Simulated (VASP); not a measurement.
Wanted: the native input for a VASP 6.6.1 run.

```
Task                   : electrostatic potential
Functional             : PBEsol
Potentials or basis    : VASP PAW PBE potentials, release 64 (Ru_pv)
Cutoff                 : 520 eV
k mesh                 : 18 × 18 × 10
Occupations            : methfessel-paxton, width 0.1 eV
Spin                   : no spin polarisation
Further INCAR settings : ALGO = Normal; EDIFF = 1e-06
```

The structure of Ru lies in POSCAR:

```
Ru                                      
1.0
    2.6888704040      0.0000000000      0.0000000000
   -1.3444352020      2.3286300812     -0.0000000000
   -0.0000000000      0.0000000000      4.2522130318
  Ru            
     2
Direct
     0.3333333300000021    0.6666666699999979    0.2500000000000000
     0.6666666699999979    0.3333333300000021    0.7500000000000000
```

The cell was built by a generator and needn't be a form met in nature.

The input as run:

INCAR

```
ALGO = Normal ; EDIFF = 1E-6
ENCUT = 520 ; GGA = PS
ISIF = 2 ; ISMEAR = 1
LASPH = True ; LCHARG = True
LREAL = False ; LVHAR = True
LWAVE = False ; NELM = 80
PREC = Accurate ; SIGMA = 0.1
```

KPOINTS

```
k-points
0
Gamma
  18 18 10
```

Potentials or basis: VASP PAW PBE potentials, release 64 (Ru_pv).

Run with:

```console
$ cat potpaw_PBE.64/Ru_pv/POTCAR > POTCAR
$ mpirun -np 1 vasp_std > vasp.out
```

It gave:

```
Pressure               : 0.1 GPa
Band gap on the k mesh : none (metal or under the smearing width)
```

Caveat: the PAW data sets were made with another functional, which shifts forces and pressure a little.

Wall time 29 s on 1 thread of Intel(R) Xeon(R) 6975P-C (Granite Rapids) (shared host), peak memory 0.2 GiB.
